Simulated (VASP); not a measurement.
# BN: kinetic-energy density

BN, F-43m (no. 216), 2 atoms in the cell. PBE; PAW potentials N, B (PBE set).

## Input

INCAR:
```
SYSTEM = BN
PREC = Accurate ; ENCUT = 520
EDIFF = 1E-7 ; ISMEAR = 0
SIGMA = 0.02 ; LREAL = .False.
LASPH = .True. ; ALGO = Normal
NELM = 100 ; ISIF = 2
LWAVE = .False. ; LCHARG = .True.
LTAU = .True.
```

KPOINTS:
```
k-points
0
Gamma
  11 11 11
```

POSCAR:
```
BN
1.0
    0.0000000000      1.8130010000      1.8130010000
    1.8130010000      0.0000000000      1.8130010000
    1.8130010000      1.8130010000      0.0000000000
N B
1 1
Direct
    0.2500000000      0.2500000000      0.2500000000
    0.0000000000      0.0000000000      0.0000000000
```

Commands:
```
cat potpaw_PBE.64/N/POTCAR potpaw_PBE.64/B/POTCAR > POTCAR
mpirun -np 1 vasp_std > vasp.out
```

## Result

- Kinetic energy of the pseudo orbitals (eV): 202.14

VASP 6.6.1 took 7.8 s on 1 core (AMD EPYC 9R45 (Zen 5)), a shared host.
